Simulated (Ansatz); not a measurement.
Te:

```
Te
1.0
     4.45400    0.00000    0.00000
    -2.22700    3.85728    0.00000
     0.00000    0.00000    5.92400
Te
3
Direct
  0.73100 0.73100 0.00000
  0.00000 0.26900 0.66667
  0.26900 0.00000 0.33333
```

| Item | Value |
| --- | --- |
| Program | Ansatz 0.2.0 |
| Task | relaxation of cell and atoms |
| Functional | PBEsol |
| Dispersion | D3(BJ) |
| Potentials or basis | Ansatz PAW |
| Cutoff | 420 eV (not typed: the program's choice for these potentials) |
| k mesh | 7 × 7 × 5 |
| Occupations | fermi-dirac, width 0.05 eV |
| Spin | no spin polarisation |

At the start: volume 33.93 Å³/atom.

How do energy, volume and symmetry change on relaxing?

It ends after 7 steps and the volume is 30.24 Å³/atom (-10.9 %); space group P3_121 (No. 152, to 0.05 Å).

Step by step:
```
step  energy change (eV)  largest force (eV/Å)  volume (Å³)
   1              0.0000                0.0989       101.78
   2             -0.0923                0.3370        90.12
   3             -0.1306                0.1319        91.88
   4             -0.1337                0.0259        88.82
   5             -0.1407                0.0145        90.76
   6             -0.1408                0.0043        90.71
   7             -0.1390                0.0044        90.71
```

Final structure:
```
Te
1.0
     4.19738    0.00000    0.00000
    -2.09869    3.63504    0.00000
     0.00000    0.00000    5.94527
Te
3
Direct
  0.70664 0.70664 0.00000
  0.00000 0.29336 0.66667
  0.29336 0.00000 0.33333
```

Caveat: the plane-wave basis is chosen anew once the cell has moved, so the energies of steps on either side of that aren't comparable; the volume moved by -11 % from the deposited cell, more than functionals usually miss; the PAW data sets come from PBE, with cores solved anew for the run's functional, which leaves a small shift of forces and pressure.
